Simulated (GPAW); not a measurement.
**TiO2: dielectric tensor with RPBE**

Crystal: TiO2.

```
Ti O
1.0
     4.59984    0.00000    0.00000
     0.00000    4.59984    0.00000
     0.00000    0.00000    2.95921
Ti O
2 4
Cartesian
  0.0000 0.0000 1.4796
  2.2999 2.2999 0.0000
  1.3998 1.3998 1.4796
  0.9001 3.6997 0.0000
  3.6997 0.9001 0.0000
  3.2000 3.2000 1.4796
```

The cell is a database's computed one.

* Program: GPAW 26.7.0
* Task: dielectric tensor
* Functional: RPBE
* Potentials or basis: the program's PAW data sets (release 1.2.1) made for this functional
* Cutoff: 550 eV
* Basis: pw
* k mesh: 5 × 5 × 7
* Occupations: fermi-dirac, width 0.001 eV
* Spin: no spin polarisation
* Response ecut: 80 eV
* Maxiter: 150
* Response k mesh: 5 × 5 × 8
* Response bands: 72
* Kernels: ["RPA"]
* Coarser k mesh: 5 × 5 × 8

```yaml
Band_gap_on_the_k_mesh: 1.91 eV, direct
Electronic_dielectric_tensor_diagonal: 6.46, 6.46, 7.64
```

Electronic dielectric tensor:
```
6.46 0.00 0.00
0.00 6.46 0.00
0.00 0.00 7.64
```

Run time: 4.6 min on 1 thread of Arm Neoverse V1 (shared host), peak memory 0.49 GiB.

The gap isn't set beside the measured one, since this odd mesh misses points on the zone boundary.

Caveat: the long-wavelength limit can be off by several per cent where d states take part; an odd mesh through Γ misses points on the zone boundary, where band edges often lie.
